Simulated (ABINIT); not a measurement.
# ZnO (zincite) (P6_3mc) in ABINIT: band structure with TB-mBJ

Aim: the band structure of ZnO (zincite) with TB-mBJ.

Everything below comes from runs of ABINIT 10.8.3 (patched build). Logs are shortened: lines on timing, memory, paths and dates and some standing lists are left out, and cuts for length are marked. The log counts tension as positive stress, the text compression.

**The experiment to reproduce.**

From “Electronic structure of alkaline earth and post-transition metal oxides”, 2009, arxiv:0908.1581, for a bulk crystal of ZnO: band gap 3.37 eV.

The runs below are set against these values where they give the same quantity.

## Step 1: Starting point

The structure is hexagonal, space group P6_3mc (No. 186). Conventional cell: a = 3.249 Å, b = 3.249 Å, c = 5.206 Å, α = 90.00°, β = 90.00°, γ = 120.00°. Around Zn (site symmetry 3m) lie 4 O at 1.97 to 1.98 Å. O (site symmetry 3m) has 4 Zn at 1.97 to 1.98 Å as nearest neighbours.

## Step 2: Band structure, TB-mBJ

File run.abi:

```
# Datasets: ground state, then fixed potential
ndtset 2

# Pseudopotentials
pp_dirpath "./"
pseudos "Zn.LDA_PW-JTH.xml, O.LDA_PW-JTH.xml"

# Structure
acell 3*1.0
rprim
     6.1403022146     0.0000000000     0.0000000000
    -3.0701511073     5.3176577047     0.0000000000
     0.0000000000     0.0000000000     9.8373642945
ntypat 2
znucl 30 8
natom 4
typat 1 1 2 2
xred
     0.6666666667     0.3333333333     0.0000000000
     0.3333333333     0.6666666667     0.5000000000
     0.3333333333     0.6666666667     0.8790100000
     0.6666666667     0.3333333333     0.3790100000

# Plane-wave basis
ecut 28.0
pawecutdg 50.0

# Exchange and correlation
ixc -208012
usekden 1
pawxcdev 0

# Bands and occupations
occopt 3
tsmear 0.00183747

# SCF cycle
nstep 100
diemix 0.3
optforces 0
optstress 0

# Output
iomode 3
prtwf 0
prteig 0
prtebands 0
enunit 1
prtden1 1
prtkden1 1
prtvha1 1
prtvclmb1 1
prtpot1 1

# Dataset 1
kptopt1 1
ngkpt1 6 6 4
nshiftk1 1
shiftk1 0.0 0.0 0.0
nband1 22
tolvrs1 1.0e-7

# Dataset 2: bands along G-M-K-G-A-L-H-A
iscf2 -2
getden2 1
getkden2 1
nband2 28
nbdbuf2 4
tolwfr2 1.0e-11
kptopt2 -7
ndivsm2 8
prteig2 1
kptbounds2
     0.0000000000     0.0000000000     0.0000000000
     0.5000000000     0.0000000000     0.0000000000
     0.3333333333     0.3333333333     0.0000000000
     0.0000000000     0.0000000000     0.0000000000
     0.0000000000     0.0000000000     0.5000000000
     0.5000000000     0.0000000000     0.5000000000
     0.3333333333     0.3333333333     0.5000000000
     0.0000000000     0.0000000000     0.5000000000
```

Potentials or basis: JTH PAW LDA v2.0.

The run is started by

```
$ abinit run.abi > log 2>&1
```

run.abo:

```text
.Version 10.8.3 of ABINIT
 DATASET    1 : space group P6_3 m c (#186); Bravais hP (primitive hexag.)
================================================================================
 Values of the parameters that define the memory need for DATASET  1.
     intxc =       0    ionmov =       0      iscf =       7    lmnmax =      18
     lnmax =       6     mgfft =      48  mpssoang =       3    mqgrid =    3132
     natom =       4  nloc_mem =       2    nspden =       1   nspinor =       1
    nsppol =       1      nsym =      12    n1xccc =       1    ntypat =       2
    occopt =       3   xclevel =       2
       mpw =        2291          nfft =       43200          nkpt =          21
 PAW method is used; the additional fine FFT grid is defined by:
   mgfftf=        64    nfftf =    102400
================================================================================
================================================================================

 DATASET    2 : space group P6_3 m c (#186); Bravais hP (primitive hexag.)
================================================================================
 Values of the parameters that define the memory need for DATASET  2.
     intxc =       0    ionmov =       0      iscf =      -2    lmnmax =      18
     lnmax =       6     mgfft =      48  mpssoang =       3    mqgrid =    3132
     natom =       4  nloc_mem =       2    nspden =       1   nspinor =       1
    nsppol =       1      nsym =      12    n1xccc =       1    ntypat =       2
    occopt =       3   xclevel =       2
       mpw =        2316          nfft =       43200          nkpt =          91
 PAW method is used; the additional fine FFT grid is defined by:
   mgfftf=        64    nfftf =    102400
================================================================================
================================================================================

--------------------------------------------------------------------------------
------------- Echo of variables that govern the present computation ------------
--------------------------------------------------------------------------------
 -outvars: echo values of preprocessed input variables --------
            acell      1.0000000000E+00  1.0000000000E+00  1.0000000000E+00 Bohr
              amu      6.53900000E+01  1.59994000E+01
           diemix      3.00000000E-01
             ecut      2.80000000E+01 Hartree
           enunit           1
           getden1          0
           getden2          1
          getkden1          0
          getkden2          1
             iscf1          7
             iscf2         -2
                       outvar_i_n : Printing only first  50 k-points.
              ixc     -208012
           jdtset        1    2
                       outvar_i_n : Printing only first  50 k-points.
           kptopt1          1
           kptopt2         -7
         kptrlatt        6    0    0      0    6    0      0    0    4
          kptrlen1     3.68418133E+01
          kptrlen2     3.00000000E+01
            natom           4
            nband1         22
            nband2         28
           nbdbuf1          0
           nbdbuf2          4
           ndtset           2
           ndivsm1          0
           ndivsm2          8
            ngfft          30      30      48
          ngfftdg          40      40      64
             nkpt1         21
             nkpt2         91
            nstep         100
             nsym          12
           ntypat           2
           occopt           3
        optforces           0
        optstress           0
        pawecutdg      5.00000000E+01 Hartree
         pawxcdev           0
        prtebands           0
           prteig1          0
           prteig2          1
          prtkden           1
           prtpot1          1
           prtpot2          0
         prtvclmb1          1
         prtvclmb2          0
           prtvha1          1
           prtvha2          0
            prtwf           0
            rprim      6.1403022146E+00  0.0000000000E+00  0.0000000000E+00
[... 259 lines left out ...]

================================================================================
 Non-SCF case, kpt    1 (  0.00000  0.00000  0.00000), residuals and eigenvalues=
  2.04E-12  7.08E-12  8.07E-13  1.39E-12  9.82E-13  3.60E-12  3.51E-12  6.64E-12
  2.26E-12  1.71E-12  1.79E-12  1.96E-12  1.60E-12  5.46E-12  3.98E-12  3.58E-12
  2.23E-12  1.80E-12  2.72E-12  9.98E-12  3.30E-12  7.15E-12  5.77E-12  7.46E-12
  2.90E-12  2.41E-11  1.64E-05  3.49E-08
 -4.3021E-01 -4.1105E-01  8.7248E-02  8.7248E-02  8.8959E-02  9.3483E-02
  9.5012E-02  9.5012E-02  1.4286E-01  1.4286E-01  1.4951E-01  1.4951E-01
  1.5434E-01  2.5598E-01  2.5598E-01  2.8069E-01  2.8343E-01  2.8343E-01
  3.7380E-01  5.4584E-01  6.4872E-01  8.2758E-01  8.2758E-01  8.7259E-01
  8.7670E-01  8.7670E-01  9.7121E-01  9.9970E-01
 Non-SCF case, kpt    2 (  0.03333  0.00000  0.00000), residuals and eigenvalues=
[... 885 lines left out ...]
  9.0502E-02  9.0502E-02  1.4683E-01  1.4683E-01  1.4683E-01  1.4683E-01
  2.1592E-01  2.1592E-01  2.6889E-01  2.6889E-01  2.6951E-01  2.6951E-01
  4.6647E-01  4.6647E-01  7.2847E-01  7.2847E-01  8.3290E-01  8.3290E-01
  8.3662E-01  8.3662E-01  1.0331E+00  1.0331E+00
 Non-SCF case, kpt   91 (  0.00000  0.00000  0.50000), residuals and eigenvalues=
  9.78E-12  7.96E-12  2.14E-12  3.24E-12  7.17E-12  6.11E-12  6.74E-12  8.04E-12
  5.54E-12  9.54E-12  3.44E-12  4.99E-12  4.41E-12  6.83E-12  2.40E-12  4.06E-12
  5.01E-12  5.65E-12  2.64E-12  7.04E-12  1.74E-12  6.00E-12  4.62E-12  7.22E-12
  5.82E-12  3.43E-12  1.27E-07  3.37E-06
 -4.2078E-01 -4.2078E-01  8.2322E-02  8.2322E-02  9.0336E-02  9.0336E-02
  9.0336E-02  9.0336E-02  1.4684E-01  1.4684E-01  1.4684E-01  1.4684E-01
  2.1594E-01  2.1594E-01  2.6991E-01  2.6991E-01  2.6991E-01  2.6991E-01
  4.6517E-01  4.6517E-01  7.2854E-01  7.2854E-01  8.3614E-01  8.3614E-01
  8.3614E-01  8.3614E-01  1.0312E+00  1.0312E+00

Result for kinetic energy density :

--------------------------------------------------------------------------------
 Total kinetic energy density [Ha/Bohr^3]
)     Maximum=    2.4758E+00  at reduced coord.    0.3500    0.6750    0.8750
)     Minimum=    1.4642E-03  at reduced coord.    0.0000    0.0000    0.1719
   Integrated=    2.8623E+01
--------------------------------------------------------------------------------

--- !ResultsGS
iteration_state: {dtset: 2, }
comment   : Summary of ground state results
lattice_vectors:
- [  6.1403022,   0.0000000,   0.0000000, ]
- [ -3.0701511,   5.3176577,   0.0000000, ]
- [  0.0000000,   0.0000000,   9.8373643, ]
lattice_lengths: [   6.14030,    6.14030,    9.83736, ]
lattice_angles: [ 90.000,  90.000, 120.000, ] # degrees, (23, 13, 12)
lattice_volume:   3.2120987E+02
convergence: {deltae:  0.000E+00, res2:  0.000E+00, residm:  1.000E-11, diffor:  0.000E+00, }
etotal    :  -1.27203215E+02
entropy   :   0.00000000E+00
fermie    :   3.29613565E-01
cartesian_stress_tensor: null
pressure_GPa: null
xred      :
- [  6.6667E-01,   3.3333E-01,   0.0000E+00, Zn]
- [  3.3333E-01,   6.6667E-01,   5.0000E-01, Zn]
- [  3.3333E-01,   6.6667E-01,   8.7901E-01,  O]
- [  6.6667E-01,   3.3333E-01,   3.7901E-01,  O]
cartesian_forces: null
force_length_stats: {min: null, max: null, mean: null, }
...

 Integrated electronic density in atomic spheres:
 ------------------------------------------------
 Atom  Sphere_radius  Integrated_density
    1        2.30770         10.76887087
    2        2.30770         10.76887087
    3        1.41465          4.69024757
    4        1.41465          4.69024757

================================================================================

 ----iterations are completed or convergence reached----

 Mean square residual over all n,k,spin=   47.273E-13; max=  10.000E-12
 reduced coordinates (array xred) for    4 atoms
       0.666666666667      0.333333333333      0.000000000000
       0.333333333333      0.666666666667      0.500000000000
       0.333333333333      0.666666666667      0.879010000000
       0.666666666667      0.333333333333      0.379010000000

 cartesian coordinates (angstrom) at end:
    1      1.62465399890959     0.93799442360032     0.00000000000000
    2     -0.00000000000000     1.87598884720064     2.60285449823433
    3     -0.00000000000000     1.87598884720064     4.57587026498591
    4      1.62465399890959     0.93799442360032     1.97301576675159
 length scales=  1.000000000000  1.000000000000  1.000000000000 bohr
              =  0.529177210544  0.529177210544  0.529177210544 angstroms
 Eigenvalues (   eV  ) for nkpt=  91  k points:
 kpt#   1, nband= 28, wtk=  1.00000, kpt=  0.0000  0.0000  0.0000 (reduced coord)
 -11.70661  -11.18528    2.37414    2.37414    2.42070    2.54381    2.58541    2.58541
   3.88747    3.88747    4.06829    4.06829    4.19991    6.96565    6.96565    7.63790
   7.71243    7.71243   10.17154   14.85301   17.65252   22.51971   22.51971   23.74447
  23.85634   23.85634   26.42807   27.20328
 kpt#   2, nband= 28, wtk=  1.00000, kpt=  0.0333  0.0000  0.0000 (reduced coord)
 -11.70216  -11.18333    2.36811    2.37761    2.42560    2.54292    2.59021    2.59424
   3.88504    3.88696    4.06896    4.07100    4.19949    6.93304    6.95198    7.63111
   7.66320    7.70489   10.23640   14.89816   17.65111   22.36784   22.53321   23.74730
  23.80112   23.87772   26.27791   27.10377
 kpt#   3, nband= 28, wtk=  1.00000, kpt=  0.0667  0.0000  0.0000 (reduced coord)
 -11.68884  -11.17757    2.35247    2.38807    2.43782    2.54066    2.60452    2.62097
   3.87784    3.88568    4.07089    4.07871    4.19869    6.83718    6.91161    7.53034
   7.61108    7.68300   10.41721   15.03020   17.64683   21.98955   22.57329   23.47694
  23.90552   23.93577   25.88664   26.83906
 kpt#   4, nband= 28, wtk=  1.00000, kpt=  0.1000  0.0000  0.0000 (reduced coord)
 -11.66715  -11.16834    2.32956    2.40489    2.45432    2.53829    2.62808    2.66579
[... 424 lines left out ...]
 -11.43647  -11.43647    2.22847    2.22847    2.47190    2.47190    2.47740    2.47740
   3.99443    3.99443    3.99501    3.99501    5.87296    5.87296    7.23759    7.23759
   7.30150    7.30150   12.79641   12.79641   19.81468   19.81468   22.43055   22.43055
  22.80213   22.80213   28.17461   28.17516
 kpt#  90, nband= 28, wtk=  1.00000, kpt=  0.0196  0.0196  0.5000 (reduced coord)
 -11.44667  -11.44667    2.23707    2.23707    2.46192    2.46192    2.46270    2.46270
   3.99538    3.99538    3.99550    3.99550    5.87554    5.87554    7.31682    7.31682
   7.33386    7.33386   12.69335   12.69335   19.82280   19.82280   22.66428   22.66428
  22.76567   22.76567   28.11165   28.11232
 kpt#  91, nband= 28, wtk=  1.00000, kpt=  0.0000  0.0000  0.5000 (reduced coord)
 -11.45009  -11.45009    2.24008    2.24008    2.45817    2.45817    2.45817    2.45817
   3.99571    3.99571    3.99571    3.99571    5.87611    5.87611    7.34468    7.34468
   7.34468    7.34468   12.65791   12.65791   19.82463   19.82463   22.75263   22.75263
  22.75263   22.75263   28.05923   28.05930

== END DATASET(S) ==============================================================
================================================================================

 -outvars: echo values of variables after computation  --------
            acell      1.0000000000E+00  1.0000000000E+00  1.0000000000E+00 Bohr
           etotal1    -1.2720321459E+02
            fcart1     9.9999999999E+99  9.9999999999E+99  9.9999999999E+99
                       9.9999999999E+99  9.9999999999E+99  9.9999999999E+99
                       9.9999999999E+99  9.9999999999E+99  9.9999999999E+99
                       9.9999999999E+99  9.9999999999E+99  9.9999999999E+99
            rprim      6.1403022146E+00  0.0000000000E+00  0.0000000000E+00
                      -3.0701511073E+00  5.3176577047E+00  0.0000000000E+00
                       0.0000000000E+00  0.0000000000E+00  9.8373642945E+00
           strten1     9.9999999999E+99  9.9999999999E+99  9.9999999999E+99
                       9.9999999999E+99  9.9999999999E+99  9.9999999999E+99
           xangst      1.6246539989E+00  9.3799442360E-01  0.0000000000E+00
                      -1.2714472962E-17  1.8759888472E+00  2.6028544982E+00
                      -1.2714472962E-17  1.8759888472E+00  4.5758702650E+00
                       1.6246539989E+00  9.3799442360E-01  1.9730157668E+00
             xred      6.6666666667E-01  3.3333333333E-01  0.0000000000E+00
                       3.3333333333E-01  6.6666666667E-01  5.0000000000E-01
                       3.3333333333E-01  6.6666666667E-01  8.7901000000E-01
                       6.6666666667E-01  3.3333333333E-01  3.7901000000E-01
 Calculation completed.
```

It took 19 min on 1 thread of Intel Xeon Platinum 8488C (Sapphire Rapids), shared host; peak memory 0.21 GiB.

Results:

```
Band gap on the k mesh                                : 2.46 eV, direct
Band gap along the path                               : 2.46 eV, direct
Valence electrons inside the program's atomic spheres : Zn 10.77; O 4.69
```

Levels at the corners of the path, in eV from the valence-band top:
```
point  band 15  band 16  band 17  band 18  band 19  band 20  band 21  band 22
    Γ    -0.75    -0.07     0.00     0.00     2.46     7.14     9.94    14.81
    M    -2.46    -2.09    -1.08    -0.77     7.50     8.52     9.38    10.50
    K    -3.06    -1.67    -1.67    -1.48     9.48     9.50     9.50     9.74
    Γ    -0.75    -0.07     0.00     0.00     2.46     7.14     9.94    14.81
    A    -0.37    -0.37    -0.37    -0.37     4.95     4.95    12.11    12.11
    L    -1.38    -1.38    -1.24    -1.24     7.49     7.49    10.27    10.27
    H    -2.30    -2.30    -1.16    -1.16     9.68     9.68     9.85     9.85
    A    -0.37    -0.37    -0.37    -0.37     4.95     4.95    12.11    12.11
```

Caveat: the constant c of TB-mBJ comes from the pseudo density here, which moves gaps by up to 0.3 eV between sets of potentials; the PAW data sets were made with another functional, which shifts forces and pressure a little.

## Step 3: Comparison with measurements

Step 2. Measured gap of ZnO: 3.37 eV (quoted in “Electronic structure of alkaline earth and post-transition metal oxides”, 2009, arxiv:0908.1581). This calculation gives 2.46 eV (-0.91 eV). The value is that of TB-mBJ, without temperature or zero-point motion.
